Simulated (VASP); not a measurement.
VASP 6.6.1 run: C

INCAR

```
ISIF = 2
LREAL = .FALSE.
ISMEAR = -1
NELM = 90
SIGMA = 0.02
IBRION = -1
LWAVE = .FALSE.
LCHARG = .FALSE.
EDIFF = 1E-7
GGA = PE
AMIX = 2
NBANDS = 11
IMIX = 1
LASPH = .TRUE.
BMIX = 0.0001
NSW = 0
PREC = Accurate
ENCUT = 520
```

KPOINTS

```
KPOINTS created by Atomic Simulation Environment
0
Gamma
12 12 12
0 0 0
```

POSCAR

```
C
 1.0000000000000000
     0.0000000000000000    1.8335278667999999    1.7689115518000000
     1.8335278667999999    0.0000000000000000    1.7689115518000000
     1.8335278667999999    1.8335278667999999    0.0000000000000000
 C
   2
Cartesian
  0.0000000000000000  0.0000000000000000  0.0000000000000000
  0.9167639333999998  0.9167639333999998  0.8844557758999999
```

The recommended PBE PAW datasets give the neutral cell 8 valence electrons.

Command

```
mpirun -np 1 vasp_std
```

OSZICAR

```
N       E                     dE             d eps       ncg     rms          rms(c)
DAV:   1     0.187883074302E+00    0.18788E+00   -0.46882E+03  3642   0.712E+02
DAV:   2    -0.182861075051E+02   -0.18474E+02   -0.17859E+02  4658   0.120E+02
DAV:   3    -0.186811073483E+02   -0.39500E+00   -0.39397E+00  4206   0.137E+01
DAV:   4    -0.186817976760E+02   -0.69033E-03   -0.69032E-03  3850   0.726E-01
DAV:   5    -0.186817985623E+02   -0.88628E-06   -0.88624E-06  4091   0.246E-02    0.522E+00
DAV:   6    -0.192564194371E+02   -0.57462E+00   -0.53449E+00  3655   0.164E+01    0.654E+00
DAV:   7    -0.217770738729E+02   -0.25207E+01   -0.15557E+01  3622   0.263E+01    0.100E+01
DAV:   8    -0.246865856243E+02   -0.29095E+01   -0.29328E+01  3592   0.399E+01    0.166E+01
DAV:   9    -0.409115883092E+02   -0.16225E+02   -0.10296E+02  3592   0.660E+01    0.271E+01
DAV:  10    -0.771190668792E+02   -0.36207E+02   -0.19456E+02  4029   0.107E+02    0.471E+01
DAV:  11    -0.197857133654E+03   -0.12074E+03   -0.10776E+03  3814   0.198E+02    0.687E+01
DAV:  12    -0.593319238101E+03   -0.39546E+03   -0.20553E+03  5202   0.284E+02    0.108E+02
DAV:  13    -0.180229815006E+04   -0.12090E+04   -0.10749E+04  5322   0.478E+02    0.164E+02
DAV:  14    -0.344544002793E+04   -0.16431E+04   -0.14832E+04  5940   0.594E+02    0.244E+02
DAV:  15    -0.636357432821E+04   -0.29181E+04   -0.27414E+04  6551   0.605E+02    0.336E+02
DAV:  16    -0.978120662224E+04   -0.34176E+04   -0.32060E+04  7088   0.840E+02    0.435E+02
DAV:  17    -0.147041469281E+05   -0.49229E+04   -0.46919E+04  7154   0.806E+02    0.560E+02
DAV:  18    -0.200077657842E+05   -0.53036E+04   -0.50208E+04  7172   0.114E+03    0.681E+02
DAV:  19    -0.269658688806E+05   -0.69581E+04   -0.66719E+04  7172   0.105E+03    0.764E+02
DAV:  20    -0.343699515276E+05   -0.74041E+04   -0.70786E+04  7172   0.144E+03    0.850E+02
DAV:  21    -0.435595755045E+05   -0.91896E+04   -0.88256E+04  7172   0.130E+03    0.922E+02
DAV:  22    -0.532338357131E+05   -0.96743E+04   -0.93204E+04  7172   0.173E+03    0.998E+02
DAV:  23    -0.648036854859E+05   -0.11570E+05   -0.11133E+05  7172   0.158E+03    0.107E+03
```

Standard output (part)

```
POSCAR found type information on POSCAR C
 POSCAR found :  1 types and       2 ions
 LDA part: xc-table for (Slater+PW92), standard interpolation
 POSCAR, INCAR and KPOINTS ok, starting setup
 WAVECAR not read
 entering main loop
|     EEEEEEE  RRRRRR   RRRRRR   OOOOOOO  RRRRRR      ###     ###     ###     |
|     E        R     R  R     R  O     O  R     R     ###     ###     ###     |
|     E        R     R  R     R  O     O  R     R     ###     ###     ###     |
|     EEEEE    RRRRRR   RRRRRR   O     O  RRRRRR       #       #       #      |
|     E        R    R   R    R   O     O  R    R      ###     ###     ###     |
|     EEEEEEE  R     R  R     R  OOOOOOO  R     R     ###     ###     ###     |
|     ERROR FEXCP: supplied Exchange-correletion table                        |
|      is too small, maximal index : 3981                                     |
|       ---->  I REFUSE TO CONTINUE WITH THIS SICK JOB ... BYE!!! <----       |
```

VASP stopped with an error.

Problem. Find the fault in these files.

Solution. Mixing far too strong. VASP stopped with an error.
